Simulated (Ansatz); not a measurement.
**Two Ansatz runs on Pb**

The cell is a measured one (Crystallography Open Database entry 9012959); the temperature and pressure of the measurement aren't taken into account, and nothing was relaxed. It is an old determination, and later ones may differ.

First run: DFT, PBE, all-electron LAPW, scalar-relativistic (Ansatz 0.2.0).

Command: `ansatz run input.yaml --threads 1 --pin off --max-ram 2048MiB --backend cpu --events-out ev --progress --plain --runs-dir out` The run took 3.5 s on 1 thread of AMD EPYC 9R45 96-Core Processor (Zen 5), with other jobs on the host, peak memory 0.35 GiB.

```yaml
crystal:
  lattice:
    - [0.0, 2.4698, 2.4698]
    - [2.4698, 0.0, 2.4698]
    - [2.4698, 2.4698, 0.0]
  atoms:
    - { symbol: Pb, position: [0.0, 0.0, 0.0] }
kpoints:
  mp_grid: { grid: [13, 13, 13] }
scf:
  occupations: { method: fermi_dirac, width: 0.08 }
hamiltonian:
  xc: pbe
  pseudopotentials:
    kind: all_electron
    lapw: { basis_error: 0.00025 }
    nuclear_model: point
output:
  forces: true
  stress: true
  eigenvalues: true
```

Result: converged; pressure 2.77 GPa; no gap on the k mesh; 7 SCF iterations.

No spin–orbit coupling, which matters for the heavy atoms here.

The input is then changed:

```diff
@@ -9,5 +9,5 @@
   mp_grid: { grid: [13, 13, 13] }
 scf:
-  occupations: { method: fermi_dirac, width: 0.08 }
+  occupations: { method: methfessel_paxton, width: 0.025 }
 hamiltonian:
   xc: pbe
@@ -20,3 +20,4 @@
   stress: true
   eigenvalues: true
+accuracy: medium
```

(1) Predict the outcome of the changed run.

Answers

(1) It converged; energy at zero smearing +0.1 meV/atom from the first run; pressure 2.71 GPa; no gap on the k mesh; 6 SCF iterations.
